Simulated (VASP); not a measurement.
# PbF2 (Fluorocronite) (Fm-3m) in VASP: further runs

The runs below take PbF2 (Fluorocronite) through band structure, with PBE, LDA.

All numbers are computed with VASP 6.6.1; they aren't measurements. Logs are shortened: lines on timing, memory, paths and dates and some standing lists are left out, and cuts for length are marked.

## (1) The structure

Symmetry: Fm-3m, No. 225, cubic system. The conventional cell has a = 5.927 Å, b = 5.927 Å, c = 5.927 Å, α = 90.00°, β = 90.00°, γ = 90.00°. Pb (site symmetry m-3m) is surrounded by 8 F at 2.57 Å. Around F (site symmetry -43m) lie 4 Pb at 2.57 Å.

## (2) Band structure, PBE, spin-orbit coupling, no magnetisation

INCAR reads:

```
PREC     = Accurate       # precision mode
ENCUT    = 520            # plane-wave cutoff, eV
EDIFF    = 1E-6           # SCF threshold, eV
ISMEAR   = 0              # smearing method
SIGMA    = 0.02           # smearing width, eV
LREAL    = F              # projectors in reciprocal space
LASPH    = T              # aspherical terms in the spheres
NELM     = 80             # most SCF steps
ALGO     = Normal         # electronic algorithm
ISIF     = 2              # what is computed and relaxed
LWAVE    = F              # write WAVECAR
LCHARG   = F              # write CHGCAR
LNONCOLLINEAR= T              # non-collinear magnetism
MAGMOM   = 0 0 0 0 0 0 0 0 0 # initial moments
LORBIT   = 11             # projections on sites
LSORBIT  = T              # spin-orbit coupling
GGA_COMPAT= F            
GGA      = PE             # functional
KPAR     = 2
```

KPOINTS reads:

```
regular mesh
0
Gamma
  6 6 6
```

POSCAR reads:

```
PbF2
1.0
    0.0000000000      2.9636600000      2.9636600000
    2.9636600000      0.0000000000      2.9636600000
    2.9636600000      2.9636600000      0.0000000000
Pb F
1 2
Direct
    0.0000000000      0.0000000000      0.0000000000
    0.7500000000      0.7500000000      0.7500000000
    0.2500000000      0.2500000000      0.2500000000
```

KPOINTS_OPT reads:

```
path GXWKGLUWLK,UX
15
line-mode
reciprocal
 0.0000000000  0.0000000000  0.0000000000  G
 0.5000000000  0.0000000000  0.5000000000  X

 0.5000000000  0.0000000000  0.5000000000  X
 0.5000000000  0.2500000000  0.7500000000  W

 0.5000000000  0.2500000000  0.7500000000  W
 0.3750000000  0.3750000000  0.7500000000  K

 0.3750000000  0.3750000000  0.7500000000  K
 0.0000000000  0.0000000000  0.0000000000  G

 0.0000000000  0.0000000000  0.0000000000  G
 0.5000000000  0.5000000000  0.5000000000  L

 0.5000000000  0.5000000000  0.5000000000  L
 0.6250000000  0.2500000000  0.6250000000  U

 0.6250000000  0.2500000000  0.6250000000  U
 0.5000000000  0.2500000000  0.7500000000  W

 0.5000000000  0.2500000000  0.7500000000  W
 0.5000000000  0.5000000000  0.5000000000  L

 0.5000000000  0.5000000000  0.5000000000  L
 0.3750000000  0.3750000000  0.7500000000  K

 0.6250000000  0.2500000000  0.6250000000  U
 0.5000000000  0.0000000000  0.5000000000  X
```

Potentials or basis: VASP PAW PBE potentials, release 64 (Pb_d, F).

Launch:

```console
$ cat potpaw_PBE.64/Pb_d/POTCAR potpaw_PBE.64/F/POTCAR > POTCAR
$ mpirun -np 2 vasp_ncl > vasp.out
```

OUTCAR:

```text
PREC = Accurate
   ENCUT = 520
   EDIFF = 1E-6
   ISMEAR = 0
   LREAL = F
   LASPH = T
   NELM = 80
   ISIF = 2
   LNONCOLLINEAR = T
   LORBIT = 11
   LSORBIT = T
   GGA = PE

 ion  position               nearest neighbor table
   1  0.000  0.000  0.000-   2 2.57   2 2.57   2 2.57   3 2.57   3 2.57   3 2.57   3 2.57   2 2.57

   2  0.750  0.750  0.750-   1 2.57   1 2.57   1 2.57   1 2.57
   3  0.250  0.250  0.250-   1 2.57   1 2.57   1 2.57   1 2.57

  LATTYP: Found a face centered cubic cell.
 ALAT       =     5.9273200000

  Lattice vectors:

 A1 = (   0.0000000000,   2.9636600000,   2.9636600000)
 A2 = (   2.9636600000,   0.0000000000,   2.9636600000)
 A3 = (   2.9636600000,   2.9636600000,   0.0000000000)

Analysis of symmetry for initial positions (statically):
=====================================================================
 Subroutine PRICEL returns:
 Original cell was already a primitive cell.

 Routine SETGRP: Setting up the symmetry group for a
 face centered cubic supercell.

 Subroutine GETGRP returns: Found 48 space group operations
 (whereof 48 operations were pure point group operations)
 out of a pool of 48 trial point group operations.

The static configuration has the point symmetry O_h .

Analysis of symmetry for dynamics (positions and initial velocities):
=====================================================================
 Subroutine PRICEL returns:
 Original cell was already a primitive cell.

 Routine SETGRP: Setting up the symmetry group for a
 face centered cubic supercell.

 Subroutine GETGRP returns: Found 48 space group operations
 (whereof 48 operations were pure point group operations)
 out of a pool of 48 trial point group operations.

The dynamic configuration has the point symmetry O_h .

Analysis of structural, dynamic, and magnetic symmetry:
=====================================================================
 Subroutine PRICEL returns:
 Original cell was already a primitive cell.

 Routine SETGRP: Setting up the symmetry group for a
 face centered cubic supercell.

 Subroutine GETGRP returns: Found 48 space group operations
 (whereof 48 operations were pure point group operations)
 out of a pool of 48 trial point group operations.

The overall configuration has the point symmetry O_h .

 Subroutine INISYM returns: Found 48 space group operations
 (whereof 48 operations are pure point group operations),
 and found     1 'primitive' translations

----------------------------------------------------------------------------------------

                                     Primitive cell

  volume of cell :      52.0613

  direct lattice vectors                    reciprocal lattice vectors
     0.000000000  2.963660000  2.963660000    -0.168710311  0.168710311  0.168710311
     2.963660000  0.000000000  2.963660000     0.168710311 -0.168710311  0.168710311
     2.963660000  2.963660000  0.000000000     0.168710311  0.168710311 -0.168710311

  length of vectors
     4.191248166  4.191248166  4.191248166     0.292214830  0.292214830  0.292214830

  position of ions in fractional coordinates (direct lattice)
     0.000000000  0.000000000  0.000000000
     0.750000000  0.750000000  0.750000000
     0.250000000  0.250000000  0.250000000

  ion indices of the primitive-cell ions
   primitive index   ion index
                 1           1
                 2           2
                 3           3

----------------------------------------------------------------------------------------

 KPOINTS: regular mesh

Automatic generation of k-mesh.
 Grid dimensions read from file:
 generate k-points for:    6    6    6

 Generating k-lattice:

  Cartesian coordinates                     Fractional coordinates (reciprocal lattice)
    -0.028118385  0.028118385  0.028118385     0.166666667  0.000000000  0.000000000
[... 51 lines left out ...]
   LREAL  =      F    real-space projection
   EDIFFG = 0.1E-04   stopping-criterion for IOM
   NSW    =      0    number of steps for IOM
   IBRION =     -1    ionic relax: 0-MD 1-quasi-New 2-CG
   NFREE  =      0    steps in history (QN), initial steepest desc. (CG)
   ISIF   =      2    stress and relaxation
   ISYM   =      2    0-nonsym 1-usesym 2-fastsym
   POTIM  = 0.5000    time-step for ionic-motion
   TEBEG  =    0.0;   TEEND  =   0.0 temperature during run
   PSTRESS=    0.0 pullay stress
   NELECT =      28.0000    total number of electrons
   NUPDOWN=      -1.0000    fix difference up-down
   EMIN   =  10.00;   EMAX   =-10.00  energy-range for DOS
   EFERMI =   0.00;   METHOD = LEGACY
   ISMEAR =     0;   SIGMA  =   0.02  broadening in eV -4-tet -1-fermi 0-gaus
   EFERMI_NEDOS =   21; number of points for ismear=-14 and -15
   IALGO  =     38    algorithm
   IMIX   =      4    mixing-type and parameters
     AMIX     =   0.40;   BMIX     =  1.00
     AMIX_MAG =   1.60;   BMIX_MAG =  1.00
  volume/ion in A,a.u.               =      17.35       117.11
  Fermi-wavevector in a.u.,A,eV,Ry     =   1.331340  2.515869 24.115883  1.772467
  Thomas-Fermi vector in A             =   2.460359
   LORBIT       =     11    0 simple, 1 ext, 2 COOP (PROOUT), +10 PAW based schemes
   GGA     = PE    functional components
   LHFCALC =     F    Hartree Fock is set to
   AEXX    =    0.0000 exact exchange contribution
   IVDW    =     0    specifies the selected vdW correction
   LEPSILON=     F    determine dielectric tensor
   LRPA    =     F    only Hartree local field effects (RPA)
 Gauss-broadening in eV      SIGMA  =   0.02
  energy-cutoff  :      520.00
  volume of cell :       52.06
 maximum number of plane-waves:      2840
   NGX = 15   NGY = 15   NGZ = 15

 number of electron      28.0000005 magnetization      -0.0000000      0.0000000     -0.0000000

 number of electron      28.0000005 magnetization       0.0000000     -0.0000000      0.0000000

 number of electron      28.0000005 magnetization      -0.0000000     -0.0000000     -0.0000000

 number of electron      28.0000005 magnetization       0.0000000      0.0000000      0.0000000

 Free energy of the ion-electron system (eV)
  ---------------------------------------------------
  ext. energy  EPLUGINS =         0.00000000
  ---------------------------------------------------
  free energy    TOTEN  =       -14.60868140 eV

  energy without entropy =      -14.60868140  energy(sigma->0) =      -14.60868140

 E-fermi :   2.0254     XC(G=0):  -9.4071

 val. band max:        1.8493946015   @ k =  -0.3333   0.3333   0.1667
 cond. band min:       6.0112732725   @ k =   0.5000   0.5000   0.0000
 fundamental gap:      4.1618786710
 Fermi energy:         2.0253812249

 k-point     1 :       0.0000    0.0000    0.0000
  band No.  band energies     occupation
      1     -19.2426      1.00000
      2     -19.2426      1.00000
      3     -18.6242      1.00000
      4     -18.6242      1.00000
      5     -14.0488      1.00000
      6     -14.0488      1.00000
[... 613 lines left out ...]
     35      11.7705      0.00000
     36      11.7705      0.00000

------------------------ aborting loop because EDIFF is reached ----------------------------------------

  FORCE on cell =-STRESS in cart. coord.  units (eV):
  Direction    XX          YY          ZZ          XY          YZ          ZX
  --------------------------------------------------------------------------------------
  -------------------------------------------------------------------------------------
  Total        0.7757327      0.7757327      0.7757327     -0.0000000     -0.0000000     -0.0000000
  in kB       23.8730318     23.8730318     23.8730318     -0.0000000     -0.0000000     -0.0000000
  external PRESSURE =      23.8730318 kB  Pullay stress =       0.0000000 kB

 VOLUME and BASIS-vectors are now :
 -----------------------------------------------------------------------------
  energy-cutoff  :      520.00
  volume of cell :       52.06
      direct lattice vectors                 reciprocal lattice vectors
     0.000000000  2.963660000  2.963660000    -0.168710311  0.168710311  0.168710311
     2.963660000  0.000000000  2.963660000     0.168710311 -0.168710311  0.168710311
     2.963660000  2.963660000  0.000000000     0.168710311  0.168710311 -0.168710311

 POSITION                                       TOTAL-FORCE (eV/Angst)
 -----------------------------------------------------------------------------------
      0.00000      0.00000      0.00000        -0.000000      0.000000      0.000000
      4.44549      4.44549      4.44549        -0.000000     -0.000000     -0.000000
      1.48183      1.48183      1.48183         0.000000      0.000000      0.000000
 -----------------------------------------------------------------------------------
    total drift:                               -0.000000     -0.000000     -0.000000

  FREE ENERGIE OF THE ION-ELECTRON SYSTEM (eV)
  ---------------------------------------------------
  free  energy   TOTEN  =       -14.6086813972 eV

  energy  without entropy=      -14.6086813972  energy(sigma->0) =      -14.60868140

 Spin-Orbit-Coupling matrix elements

 Ion:    1  E_soc:     -0.5594172
 l=   1
     0.0000000    -0.0279522    -0.0279522
    -0.0279522     0.0000000    -0.0279522
    -0.0279522    -0.0279522     0.0000000
 l=   2
     0.0000000    -0.0129260     0.0000000    -0.0129260    -0.0523580
    -0.0129260     0.0000000    -0.0392685    -0.0129260    -0.0130895
     0.0000000    -0.0392685     0.0000000    -0.0392685     0.0000000
    -0.0129260    -0.0129260    -0.0392685     0.0000000    -0.0130895
    -0.0523580    -0.0130895     0.0000000    -0.0130895     0.0000000
 l=   3
     0.0000000     0.0000000     0.0000000     0.0000000     0.0000000     0.0000000     0.0000000
     0.0000000     0.0000000     0.0000000     0.0000000     0.0000000     0.0000000     0.0000000
     0.0000000     0.0000000     0.0000000     0.0000000     0.0000000     0.0000000     0.0000000
     0.0000000     0.0000000     0.0000000     0.0000000     0.0000000     0.0000000     0.0000000
[... 29 lines left out ...]
 l=   2
     0.0000000     0.0000000     0.0000000     0.0000000     0.0000000
     0.0000000     0.0000000     0.0000000     0.0000000     0.0000000
     0.0000000     0.0000000     0.0000000     0.0000000     0.0000000
     0.0000000     0.0000000     0.0000000     0.0000000     0.0000000
     0.0000000     0.0000000     0.0000000     0.0000000     0.0000000
 l=   3
     0.0000000     0.0000000     0.0000000     0.0000000     0.0000000     0.0000000     0.0000000
     0.0000000     0.0000000     0.0000000     0.0000000     0.0000000     0.0000000     0.0000000
     0.0000000     0.0000000     0.0000000     0.0000000     0.0000000     0.0000000     0.0000000
     0.0000000     0.0000000     0.0000000     0.0000000     0.0000000     0.0000000     0.0000000
     0.0000000     0.0000000     0.0000000     0.0000000     0.0000000     0.0000000     0.0000000
     0.0000000     0.0000000     0.0000000     0.0000000     0.0000000     0.0000000     0.0000000
     0.0000000     0.0000000     0.0000000     0.0000000     0.0000000     0.0000000     0.0000000

 total charge

# of ion       s       p       d       tot
------------------------------------------
    1        1.553   0.294   9.869  11.716
    2        1.742   4.323   0.000   6.065
    3        1.742   4.323   0.000   6.065
--------------------------------------------------
tot          5.038   8.940   9.869  23.847

 magnetization (x)

# of ion       s       p       d       tot
------------------------------------------
    1        0.000   0.000   0.000   0.000
    2        0.000   0.000   0.000   0.000
    3        0.000   0.000   0.000   0.000
--------------------------------------------------
tot          0.000   0.000   0.000   0.000

 magnetization (y)

# of ion       s       p       d       tot
------------------------------------------
    1        0.000   0.000  -0.000   0.000
    2        0.000   0.000   0.000   0.000
    3        0.000   0.000   0.000   0.000
--------------------------------------------------
tot          0.000   0.000  -0.000   0.000

 magnetization (z)

# of ion       s       p       d       tot
------------------------------------------
    1        0.000   0.000  -0.000   0.000
    2       -0.000   0.000   0.000   0.000
    3        0.000   0.000   0.000   0.000
--------------------------------------------------
tot          0.000   0.000  -0.000   0.000
```

Wall time 92 s (2 MPI ranks of Intel Xeon 6975P-C (Granite Rapids), shared host); peak memory 0.33 GiB.

What came out:

```
Free energy                                           : -14.6087 eV
Pressure                                              : 2.4 GPa
Valence electrons inside the program's atomic spheres : Pb 11.72; F 6.07
```

## (3) Band structure, LDA, spin-orbit coupling, no magnetisation

Changes to INCAR since step 2:

```diff
@@ -17,3 +17,2 @@
 GGA_COMPAT= F            
-GGA      = PE             # functional
 KPAR     = 2
```

KPOINTS is that of step 2.

POSCAR is that of step 2.

KPOINTS_OPT is that of step 2.

Potentials or basis: VASP PAW LDA potentials, release 64 (Pb_d, F).

Launch:

```console
$ cat potpaw_LDA.64/Pb_d/POTCAR potpaw_LDA.64/F/POTCAR > POTCAR
$ mpirun -np 2 vasp_ncl > vasp.out
```

It took 70 s on 2 MPI ranks of Intel Xeon 6975P-C (Granite Rapids), shared host; peak memory 0.3 GiB.

Results (log left out):

| Quantity | Value |
| --- | --- |
| Free energy | -16.1987 eV |
| Pressure | -4.6 GPa |
| Valence electrons inside the program's atomic spheres | Pb 11.71; F 6.03 |
